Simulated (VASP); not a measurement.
# FeSi (P2_13) in VASP: relaxation of cell and atoms with r2SCAN

Aim: the relaxation of cell and atoms of FeSi with r2SCAN.

All numbers are computed with VASP 6.6.1; they aren't measurements. Logs are shortened: lines on timing, memory, paths and dates and some standing lists are left out, and cuts for length are marked.

### 1 The crystal as given

The structure is cubic, space group P2_13 (No. 198). The conventional cell has a = 4.551 Å, b = 4.551 Å, c = 4.551 Å, α = 90.00°, β = 90.00°, γ = 90.00°. Fe (site symmetry 3) is surrounded by 7 Si at 2.32 to 2.55 Å. Si (site symmetry 3) has 7 Fe at 2.32 to 2.55 Å as nearest neighbours.

### 2 Relaxation of cell and atoms, r2SCAN

Contents of INCAR:

```
SYSTEM = FeSi
  ALGO = Normal
  EDIFF = 1E-6
  EDIFFG = -0.01
  ENCUT = 600
  IBRION = 2
  ISIF = 3
  ISMEAR = -1
  LASPH = .TRUE.
  LCHARG = .FALSE.
  LMIXTAU = .TRUE.
  LREAL = .FALSE.
  LWAVE = .FALSE.
  METAGGA = R2SCAN
  NELM = 150
  NSW = 40
  PREC = Accurate
  SIGMA = 0.01
```

Contents of KPOINTS:

```
k-points
0
G
  6 6 6
  0 0 0
```

Contents of POSCAR:

```
FeSi
1.0
    4.5507000000      0.0000000000      0.0000000000
    0.0000000000      4.5507000000      0.0000000000
    0.0000000000      0.0000000000      4.5507000000
Fe Si
4 4
Direct
    0.1365200000      0.1365200000      0.1365200000
    0.3634800000      0.8634800000      0.6365200000
    0.6365200000      0.3634800000      0.8634800000
    0.8634800000      0.6365200000      0.3634800000
    0.8424000000      0.8424000000      0.8424000000
    0.6576000000      0.1576000000      0.3424000000
    0.3424000000      0.6576000000      0.1576000000
    0.1576000000      0.3424000000      0.6576000000
```

Potentials or basis: VASP PAW PBE potentials, release 64 (Fe, Si).

The run is started by

```sh
cat potpaw_PBE.64/Fe/POTCAR potpaw_PBE.64/Si/POTCAR > POTCAR
mpirun -np 1 vasp_std > vasp.out
```

OUTCAR:

```text
SYSTEM = FeSi
   EDIFF = 1E-6
   EDIFFG = -0.01
   ENCUT = 600
   IBRION = 2
   ISIF = 3
   ISMEAR = -1
   LASPH = .TRUE.
   LREAL = .FALSE.
   METAGGA = R2SCAN
   NELM = 150
   NSW = 40
   PREC = Accurate

 ion  position               nearest neighbor table
   1  0.137  0.137  0.137-   5 2.32   6 2.37   7 2.37   8 2.37   7 2.55   8 2.55   6 2.55   3 2.79
                             4 2.79   2 2.79   2 2.79   4 2.79   3 2.79
   2  0.363  0.863  0.637-   6 2.32   5 2.37   7 2.37   8 2.37   7 2.55   8 2.55   5 2.55   1 2.79
                             1 2.79   3 2.79   3 2.79   4 2.79   4 2.79
   3  0.637  0.363  0.863-   7 2.32   6 2.37   5 2.37   8 2.37   8 2.55   6 2.55   5 2.55   1 2.79
                             4 2.79   2 2.79   2 2.79   4 2.79   1 2.79
   4  0.863  0.637  0.363-   8 2.32   6 2.37   7 2.37   5 2.37   6 2.55   5 2.55   7 2.55   1 2.79
                             3 2.79   2 2.79   1 2.79   2 2.79   3 2.79
   5  0.842  0.842  0.842-   1 2.32   2 2.37   3 2.37   4 2.37   3 2.55   4 2.55   2 2.55   6 2.82
                             7 2.82   8 2.82   6 2.82   8 2.82   7 2.82
   6  0.658  0.158  0.342-   2 2.32   1 2.37   3 2.37   4 2.37   3 2.55   4 2.55   1 2.55   8 2.82
                             5 2.82   5 2.82   7 2.82   7 2.82   8 2.82
   7  0.342  0.658  0.158-   3 2.32   2 2.37   1 2.37   4 2.37   4 2.55   2 2.55   1 2.55   8 2.82
                             5 2.82   8 2.82   6 2.82   6 2.82   5 2.82
   8  0.158  0.342  0.658-   4 2.32   2 2.37   3 2.37   1 2.37   2 2.55   1 2.55   3 2.55   7 2.82
                             5 2.82   7 2.82   5 2.82   6 2.82   6 2.82

  LATTYP: Found a simple cubic cell.
 ALAT       =     4.5507000000

  Lattice vectors:

 A1 = (   4.5507000000,   0.0000000000,   0.0000000000)
 A2 = (   0.0000000000,   4.5507000000,   0.0000000000)
 A3 = (   0.0000000000,   0.0000000000,   4.5507000000)

Analysis of symmetry for initial positions (statically):
=====================================================================
 Subroutine PRICEL returns:
 Original cell was already a primitive cell.

 Routine SETGRP: Setting up the symmetry group for a
 simple cubic supercell.

 Subroutine GETGRP returns: Found 12 space group operations
 (whereof  3 operations were pure point group operations)
 out of a pool of 48 trial point group operations.

The static configuration has the point symmetry C_3 .
 The point group associated with its full space group is T   .

Analysis of symmetry for dynamics (positions and initial velocities):
=====================================================================
 Subroutine PRICEL returns:
 Original cell was already a primitive cell.

 Routine SETGRP: Setting up the symmetry group for a
 simple cubic supercell.

 Subroutine GETGRP returns: Found 12 space group operations
 (whereof  3 operations were pure point group operations)
 out of a pool of 48 trial point group operations.

The dynamic configuration has the point symmetry C_3 .
 The point group associated with its full space group is T   .

 Subroutine INISYM returns: Found 12 space group operations
[... 115 lines left out ...]
   ISYM   =      2    0-nonsym 1-usesym 2-fastsym
   POTIM  = 0.5000    time-step for ionic-motion
   TEBEG  =    0.0;   TEEND  =   0.0 temperature during run
   PSTRESS=    0.0 pullay stress
   NELECT =      48.0000    total number of electrons
   NUPDOWN=      -1.0000    fix difference up-down
   EMIN   =  10.00;   EMAX   =-10.00  energy-range for DOS
   EFERMI =   0.00;   METHOD = LEGACY
   ISMEAR =    -1;   SIGMA  =   0.01  broadening in eV -4-tet -1-fermi 0-gaus
   EFERMI_NEDOS =   21; number of points for ismear=-14 and -15
   IALGO  =     38    algorithm
   IMIX   =      4    mixing-type and parameters
     AMIX     =   0.40;   BMIX     =  1.00
     AMIX_MAG =   1.60;   BMIX_MAG =  1.00
  volume/ion in A,a.u.               =      11.78        79.50
  Fermi-wavevector in a.u.,A,eV,Ry     =   1.307406  2.470639 23.256570  1.709310
  Thomas-Fermi vector in A             =   2.438142
   LORBIT       =      0    0 simple, 1 ext, 2 COOP (PROOUT), +10 PAW based schemes
   METAGGA = R2SCAN    functional components
   LHFCALC =     F    Hartree Fock is set to
   AEXX    =    0.0000 exact exchange contribution
   IVDW    =     0    specifies the selected vdW correction
   LEPSILON=     F    determine dielectric tensor
   LRPA    =     F    only Hartree local field effects (RPA)
 conjugate gradient relaxation of ions
 non-spin polarized calculation
  energy-cutoff  :      600.00
  volume of cell :       94.24
 maximum number of plane-waves:      3178
   NGX = 19   NGY = 19   NGZ = 19

--------------------------------------- Ionic step        1  -------------------------------------------

 number of electron      47.9999995 magnetization

 Free energy of the ion-electron system (eV)
  ---------------------------------------------------
  ext. energy  EPLUGINS =         0.00000000
  ---------------------------------------------------
  free energy    TOTEN  =       -94.16122925 eV

  energy without entropy =      -94.16122924  energy(sigma->0) =      -94.16122925

 E-fermi :   8.9079     XC(G=0): -13.4312

 val. band max:        8.7666554071   @ k =   0.3333   0.0000   0.0000
 cond. band min:       9.0630296056   @ k =   0.3333   0.1667   0.0000
 fundamental gap:      0.2963741985
 Fermi energy:         8.9078537462

 k-point     1 :       0.0000    0.0000    0.0000
  band No.  band energies     occupation
      1      -4.6540      2.00000
      2       0.7851      2.00000
      3       0.7851      2.00000
      4       0.7851      2.00000
      5       3.6980      2.00000
      6       3.6980      2.00000
[... 876 lines left out ...]
  FREE ENERGIE OF THE ION-ELECTRON SYSTEM (eV)
  ---------------------------------------------------
  free  energy   TOTEN  =       -94.7659336418 eV

  energy  without entropy=      -94.7659336376  energy(sigma->0) =      -94.76593364

[... ionic steps 4 to 10 ...]

--------------------------------------- Ionic step       11  -------------------------------------------

 number of electron      48.0000005 magnetization

------------------------ aborting loop because EDIFF is reached ----------------------------------------
[... 79 lines left out ...]
--------------------------------------- Ionic step       13  -------------------------------------------

 number of electron      48.0000005 magnetization

 Free energy of the ion-electron system (eV)
  ---------------------------------------------------
  ext. energy  EPLUGINS =         0.00000000
  ---------------------------------------------------
  free energy    TOTEN  =       -94.76972829 eV

  energy without entropy =      -94.76972828  energy(sigma->0) =      -94.76972829

 E-fermi :  10.1465     XC(G=0): -13.9744

 val. band max:        9.9922449806   @ k =   0.3333   0.0000   0.0000
 cond. band min:      10.3155115355   @ k =   0.3333   0.1667   0.0000
 fundamental gap:      0.3232665549
 Fermi energy:        10.1464782545

 k-point     1 :       0.0000    0.0000    0.0000
  band No.  band energies     occupation
      1      -4.2014      2.00000
      2       1.5824      2.00000
      3       1.5824      2.00000
      4       1.5824      2.00000
      5       4.5206      2.00000
      6       4.5206      2.00000
[... 792 lines left out ...]
  FREE ENERGIE OF THE ION-ELECTRON SYSTEM (eV)
  ---------------------------------------------------
  free  energy   TOTEN  =       -94.7697282882 eV

  energy  without entropy=      -94.7697282842  energy(sigma->0) =      -94.76972829

 reached required accuracy - stopping structural energy minimisation
```

OSZICAR:

```text
N       E                     dE             d eps       ncg     rms          rms(c)
DAV:   1     0.340427301146E+03    0.34043E+03   -0.22839E+04  1392   0.211E+03
DAV:   2    -0.663019721600E+02   -0.40673E+03   -0.39649E+03  1392   0.445E+02
DAV:   3    -0.107390772469E+03   -0.41089E+02   -0.37574E+02  2087   0.153E+02
[... 117 lines left out ...]
DAV:   1    -0.947697355334E+02   -0.56375E-04   -0.16340E-03  1529   0.314E-01    0.335E-02
DAV:   2    -0.947697391178E+02   -0.35844E-05   -0.27957E-04  2133   0.209E-01    0.251E-02
DAV:   3    -0.947697292490E+02    0.98688E-05   -0.81300E-05  2081   0.112E-01    0.862E-03
DAV:   4    -0.947697281497E+02    0.10994E-05   -0.20245E-06   816   0.188E-02    0.164E-03
DAV:   5    -0.947697282882E+02   -0.13853E-06   -0.80032E-07   726   0.846E-03
  13 F= -.94769728E+02 E0= -.94769728E+02  d E =-.499643E-04
```

Wall time 12 min (1 thread of Intel Xeon 6975P-C (Granite Rapids), shared host); peak memory 0.26 GiB.

What came out:

* Free energy: -94.7697 eV
* Relaxed volume: 10.68 Å³/atom
* Relaxed cell: a = 4.405 Å, b = 4.405 Å, c = 4.405 Å, α = 90.00°, β = 90.00°, γ = 90.00°
* Space group after relaxing (to 0.05 Å): P2_13 (No. 198)
* Energy gained by relaxing: 76.1 meV/atom
* Ionic steps: 13
* Pressure after relaxing: 0.0 GPa
* Largest force after relaxing: 0.006 eV/Å
* Band gap on the k mesh: 0.32 eV, indirect (least direct gap 0.35 eV)

Forces on the atoms (eV/Å):
```
Fe   0.003  0.003  0.003
Fe  -0.003 -0.003  0.003
Fe   0.003 -0.003 -0.003
Fe  -0.003  0.003 -0.003
Si   0.004  0.004  0.004
Si  -0.004 -0.004  0.004
Si   0.004 -0.004 -0.004
Si  -0.004  0.004 -0.004
```

The path:
```
step  energy change (eV)  largest force (eV/Å)  pressure (GPa)  volume (Å³)
   1              0.0000                0.3071          -20.12        94.24
   2              0.6284                0.9812           43.28        75.47
   3             -0.6047                0.1209           -0.82        85.80
   4             -0.6053                0.1350           -0.14        85.58
   5             -0.6052                0.1456            0.25        85.41
   6             -0.6081                0.0510            0.37        85.36
   7             -0.6082                0.0300            0.44        85.34
   8             -0.6080                0.0168           -0.67        85.68
   9             -0.6084                0.0207           -0.12        85.48
  10             -0.6084                0.0216            0.01        85.47
  11             -0.6084                0.0212           -0.01        85.47
  12             -0.6084                0.0210           -0.02        85.48
  13             -0.6085                0.0064           -0.01        85.46
```

Final structure:
```
Fe Si
1.0
     4.40481    0.00000    0.00000
     0.00000    4.40481    0.00000
     0.00000    0.00000    4.40481
Fe Si
4 4
Direct
  0.13692 0.13692 0.13692
  0.36308 0.86308 0.63692
  0.63692 0.36308 0.86308
  0.86308 0.63692 0.36308
  0.84111 0.84111 0.84111
  0.65889 0.15889 0.34111
  0.34111 0.65889 0.15889
  0.15889 0.34111 0.65889
```

Caveat: the PAW data sets were made with another functional, which shifts forces and pressure a little.
